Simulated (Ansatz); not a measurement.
**Mg under changes of volume**

One of the cells (22.285 Å³/atom); the others are scaled copies at fixed shape and fractional positions:

```
CELL_PARAMETERS angstrom
-1.77276 1.77276 1.77276
1.77276 -1.77276 1.77276
1.77276 1.77276 -1.77276
ATOMIC_POSITIONS crystal
Mg 0.00000 0.00000 0.00000
```

This isn't the form of Mg at room conditions, which is hcp.

```yaml
Program: Ansatz 0.2.0
Functional: PBE
Potentials_or_basis: all-electron LAPW, scalar-relativistic
Cutoff: 131 eV (chosen from the basis error)
Basis_error_allowed: 0.0005 eV/atom
k_mesh: 11 × 11 × 11
Occupations: fermi-dirac, width 0.05 eV
Spin: no spin polarisation
```

| volume (Å³/atom) | energy over the lowest point (meV/atom) | pressure (GPa) |
| --- | --- | --- |
| 20.948 | 20.02 | 3.7 |
| 21.394 | 11.23 | 2.7 |
| 21.839 | ? | ? |
| 22.285 | 1.45 | 0.9 |
| 22.731 | 0.00 | 0.2 |
| 23.176 | 0.56 | -0.5 |
| 23.622 | 2.94 | -1.1 |

Problem. What does the run at 21.839 Å³/atom give?

Solution. Energy over the lowest point 5.12 meV/atom; pressure 1.7 GPa.

Worked out: A Birch-Murnaghan fit of order 3 (a polynomial in V^(-2/3)) to the other rows has its minimum at 22.82 Å³/atom with B0 = V·E''(V) = 36 GPa and B' = 3.9. It gives 5.13 meV/atom at 21.839 Å³/atom, against the run's 5.12, and -dE/dV = 1.7 GPa, against 1.7.

Energies are extrapolated to zero smearing.
